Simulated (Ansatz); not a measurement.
# From the elastic tensor of Li$_{2}$S to moduli and sound speeds

The calculation used Ansatz, DFT PBEsol, scalar-relativistic, plane waves, PAW. Plane waves to 420 eV; Γ-centred k mesh 8×8×8; fixed occupations. No spin polarisation.

The structure is cubic, space group Fm-3m (No. 225). The conventional cell has a = 5.655 Å, b = 5.655 Å, c = 5.655 Å, α = 90.00°, β = 90.00°, γ = 90.00°. Li (site symmetry -43m) is surrounded by 4 S at 2.45 Å. Around S (site symmetry m-3m) lie 8 Li at 2.45 Å.

Relaxed-ion constants (GPa, on the Cartesian axes of the calculation):
C11 = 85.9, C12 = 20.2, C13 = 20.2, C22 = 85.9, C23 = 20.2, C33 = 85.9, C44 = 34.2, C55 = 34.2, C66 = 34.2 GPa; the others vanish.

Density 1.688 g/cm³; 3 atoms in 45.20 Å³.

The values that follow are for a polycrystal of randomly turned grains, by Hill's mean where one number stands.

With S = C⁻¹: B_V = (C11+C22+C33+2(C12+C13+C23))/9, G_V = (C11+C22+C33−C12−C13−C23+3(C44+C55+C66))/15, 1/B_R = S11+S22+S33+2(S12+S13+S23), 15/G_R = 4(S11+S22+S33−S12−S13−S23)+3(S44+S55+S66); Hill is their mean. Then v_l = √((B+4G/3)/ρ), v_t = √(G/ρ), v_m = [(2/v_t³+1/v_l³)/3]^(−1/3) and Θ = (ħ/k_B)·v_m·(6π²n/V)^(1/3) for n atoms in the volume V; E = 9BG/(3B+G), ν = (3B−2G)/(2(3B+G)) and A^U = 5G_V/G_R + B_V/B_R − 6.

| Property | Result |
| --- | --- |
| Bulk modulus, Voigt / Reuss / Hill | 42.1 / 42.1 / 42.1 GPa |
| Shear modulus, Voigt / Reuss / Hill | 33.7 / 33.7 / 33.7 GPa |
| Young's modulus | 80 GPa |
| Poisson ratio | 0.184 |
| Pugh ratio B/G | 1.25 |
| Universal anisotropy index | 0.00 |
| Longitudinal and transverse sound speeds | 7179 and 4466 m/s |
| Debye temperature from the mean sound speed | 593 K |

Cost: 1 run of about 0.12 core-minutes, on AMD EPYC 9R45 (Zen 5) (shared hosts).